If a band calculation went wrong only by leaving out one constant $\Delta$ from the energy of every empty level, a single known gap would repair all the others. Every transition from the filled to the empty bands would be too small by the same $\Delta$, wherever in the Brillouin zone it took place. This repair is called a scissor shift, and two gaps of one crystal are enough to test it. In magnesium sulfide, going from a simple functional to a more elaborate one opens the indirect gap by 0.7 eV in one case and 1.4 eV in another, and a single constant misses the second gap by 0.2 to 0.3 eV.

ABINIT 10.8.3, plane-wave Kohn–Sham DFT with PAW datasets for rock-salt MgS (cubic cell edge 5.203 Å in every row), without spin polarisation, spin–orbit coupling or a dispersion correction. The density uses a 9 × 9 × 9 k mesh and Fermi–Dirac smearing of 0.05 eV; the gaps are read from bands along a path of special points.

| functional | potentials | wave cutoff | gap on path (eV) | direct gap on path (eV) |
| --- | --- | --- | --- | --- |
| LDA | JTH-PAW-LDA-v2.0 | 544.228 eV | 2.565 | 3.473 |
| PBE | JTH-PAW-PBE-v2.0 | 544.228 eV | 2.782 | 3.706 |
| PBEsol | JTH-PAW-PBE-v2.0 | 544.228 eV | 2.702 | 3.587 |
| r2SCAN | JTH-PAW-PBE-v2.0 | 653.073 eV | 3.484 | 4.638 |
| TB-mBJ | JTH-PAW-LDA-v2.0 | 653.073 eV | 3.970 | 5.188 |

The column "gap on path" gives the smallest energy from the top of the filled bands to the bottom of the empty ones. In rock-salt MgS this gap is indirect: the filled bands peak at the zone centre $\Gamma$, and the empty ones have their minimum at the zone boundary point X. The column "direct gap on path" gives the smallest gap at one and the same wave vector, which here is $\Gamma$. The atoms sit in the same places in every row, so the changes come from the electronic treatment and not from a relaxed lattice.

The first sign of failure is a deceptive agreement. LDA, PBE and PBEsol place the indirect gap within about 0.2 eV of one another, which could pass for a settled result. Yet r2SCAN lies 0.7 eV above PBE, and TB-mBJ 1.4 eV above LDA. The three low values agree because they share a construction, and with it an error.

That error is known from theory. The true gap is the cost of removing one electron from the crystal and adding one elsewhere, and in exact density-functional theory it is

$$E_\mathrm{gap} = \varepsilon_c - \varepsilon_v + \Delta_{xc}.$$

Here $\varepsilon_c$ and $\varepsilon_v$ are the lowest empty and highest filled levels, and $\Delta_{xc}$ is a jump of the exchange-correlation potential when the first electron enters the empty bands. In LDA and the GGAs this potential is a smooth function of the density and its derivatives. One electron spread over a whole crystal hardly changes the density anywhere, so the potential cannot jump and $\Delta_{xc}$ is lost. Although $\Delta_{xc}$ is a single constant, the exact formula holds only for the two band edges. Adding the same constant to higher empty levels need not bring them to their true energies. The table holds no measured gap, so it shows how far the methods disagree, while the statement that the low values are too low rests on this argument and on wide experience.

The two higher rows open the gap by different routes. The energy in r2SCAN depends also on the kinetic-energy density, which is built from the gradients of the orbitals, so two orbitals with similar densities can feel different corrections. Part of the missing jump thereby enters the level spacing itself. TB-mBJ keeps an ordinary potential but reshapes it, using the same kinetic-energy density, with the aim of better gaps. Its large gap is therefore what it was designed to give and no independent proof that the value is right.

Both routes explain why a constant need not suffice. To first order, a change $\delta h$ in the one-electron operator moves level $i$ by

$$\delta\varepsilon_i = \langle \psi_i | \delta h | \psi_i \rangle,$$

which is the change averaged over the orbital $\psi_i$ of that level. A scissor shift is right only if this average is the same for all empty levels. Orbitals that differ in shape, or in their weight on Mg and S, sample different parts of the crystal and will in general move by different amounts.

The test takes one line of arithmetic. From PBE to r2SCAN the indirect gap rises by $3.484 - 2.782 = 0.702$ eV. Added to the direct gap of PBE, this predicts $3.706 + 0.702 = 4.408$ eV. The calculation gives 4.638 eV, so the constant, set by the indirect gap alone, delivers only about three quarters of the rise at $\Gamma$. The same test from LDA to TB-mBJ also falls short, by 0.31 eV.

A tempting cure is to multiply instead of add. If all gaps stretched by the same factor, the indirect gap would again fix the direct one, and for r2SCAN this works to better than 0.01 eV. For TB-mBJ, however, it overshoots by about 0.2 eV. It also breaks down for r2SCAN as soon as a third transition is examined, from the valence top to a threefold level higher up at $\Gamma$, where the stretch is wrong by 1.4 eV. The close agreement for one gap was a coincidence and not a law.

With the third transition included, it is plain that another choice of constant could only spread the error differently and not remove it. From PBE to r2SCAN the threefold level moves away from the valence top by 0.58 eV, the minimum at X by 0.70 eV and the lowest empty level at $\Gamma$ by 0.93 eV. The filled levels do not keep their spacing either: at $\Gamma$ the sulfur 3s level sinks a further 0.5 eV below the valence top. The change from one functional to the other thus differs from state to state, as the first-order formula allows. Symmetry shows that the states at $\Gamma$ differ in kind. The lowest empty level there is single, so it can contain s functions of Mg and S but no p or d functions, while the threefold level can contain p or d functions but no s. How the lowest level is shared between Mg and S, and why it moves more than the threefold level and the minimum at X, was not resolved.

Some of the step between methods may be technical. The r2SCAN and TB-mBJ runs use a higher plane-wave cutoff and atomic datasets made for PBE and LDA. Both runs also reset very low densities to a minimum value, with an effect on the gaps that was not tested. The differences of a few tenths of an electronvolt between levels should be read with that in mind.

A separate failure lies in where the gap is looked for. The regular mesh that serves for the density has nine divisions along each axis, so its points have coordinates $n/9$ with whole $n$. The point X needs the coordinate 1/2, which no such fraction equals, and the mesh steps over the conduction minimum. Read from the mesh, the indirect gap comes out 0.12 to 0.13 eV too large in every row, more than the whole difference between PBE and PBEsol. The direct gap is the control: $\Gamma$ lies on both mesh and path, and there the two readings agree to within 0.001 eV.

The warning sign for the scissor shift can be read from the table by subtracting its two gap columns. The direct gap exceeds the indirect one by about 0.9 eV in LDA and the GGAs, but by about 1.2 eV in r2SCAN and TB-mBJ. A constant shift would have left that difference unchanged. A constant fixed at the band edge and carried over to the direct gap at $\Gamma$ therefore misses the r2SCAN and TB-mBJ values by 0.2 to 0.3 eV. Whether it would miss the measured direct gap by as much, the table cannot say. The output that follows lists both one-constant models, each set by the indirect gap and tested on the direct one.

Output of the analysis:

```
Changes from the base row of the same dataset in eV:
     row  indirect_rise  direct_rise  direct_minus_indirect  indirect_ratio
     LDA              0            0                  0.908               1
     PBE              0            0                  0.924               1
  PBEsol          -0.08       -0.119                  0.885          0.9712
  r2SCAN          0.702        0.932                  1.154           1.252
  TB-mBJ          1.405        1.715                  1.218           1.548
Direct gap predicted from the indirect one in eV:
     row  scissor  scissor_miss  stretch  stretch_miss
     LDA    3.473             0    3.473             0
     PBE    3.706             0    3.706    -4.441e-16
  PBEsol    3.626         0.039    3.599       0.01243
  r2SCAN    4.408         -0.23    4.641      0.003159
  TB-mBJ    4.878         -0.31    5.375        0.1874
PBE less LDA indirect gap (eV): 0.217
Spread of indirect gaps over all rows (eV): 1.405
Mesh gap less path gap in eV:
     row  indirect_excess  direct_excess
     LDA           0.1307      -0.000174
     PBE           0.1303      -0.000247
  PBEsol           0.1296       0.000276
  r2SCAN           0.1305      -0.000387
  TB-mBJ           0.1222       0.000458
Valence top to empty triplet at Gamma in PBE (eV): 7.928
Valence top to empty triplet at Gamma in r2SCAN (eV): 8.504
Rise of that spacing from PBE to r2SCAN (eV): 0.5754
Scissor miss for the triplet in r2SCAN (eV): 0.1266
Stretch miss for the triplet in r2SCAN (eV): 1.425
Occupied spacing at Gamma in PBE (eV): 12.66
Occupied spacing at Gamma in r2SCAN (eV): 13.18
Rise of the occupied spacing from PBE to r2SCAN (eV): 0.5183
S sphere charge TB-mBJ less LDA (electrons): 0.0574
Mg sphere charge TB-mBJ less LDA (electrons): -0.0555
```
